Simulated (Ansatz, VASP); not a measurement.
One calculation of Fe, two programs

```xyz
1
Lattice="2.3343 0.0000 0.0000 0.0000 2.3343 0.0000 0.0000 0.0000 2.3343" Properties=species:S:1:pos:R:3 pbc="T T T"
Fe    0.0000    0.0000    0.0000
```

The cell was built by a generator and needn't be a form met in nature.

Alike in both runs: task relaxation of cell and atoms; functional RPBE; k mesh 13 × 13 × 13; occupations fermi-dirac, width 0.05 eV; collinear spin.

|  | VASP | Ansatz |
| --- | --- | --- |
| version | VASP 6.6.1 | Ansatz 0.2.0 |
| potentials or method | VASP PAW PBE potentials, release 64 (Fe) | plane waves (420 eV) with PAW, scalar-relativistic |
| plane-wave cutoff (eV) | 600 | 420 |
| valence electrons in the cell | 8 | 16 |

|  | VASP | Ansatz | Ansatz less VASP |
| --- | --- | --- | --- |
| net moment per atom (μB) | 2.49 | 2.48 | -0.003 |
| size of the moment on the site where the two differ most (μB) | 2.48 | 2.47 | -0.010 |
| relaxed volume (Å³/atom) | 13.80 | 13.83 | +0.028 |
| relaxed cell length with the largest relative difference (Å) | 2.399 | 2.400 | +0.0016 |
| energy change over the relaxation (meV/atom) | -36 | -39 | -3.2 |

Site moments also hang on the region over which each program counts them. The two sets of potentials don't hold the same shells in valence.

Caveats: the PAW data sets were made with another functional, which shifts forces and pressure a little (VASP).
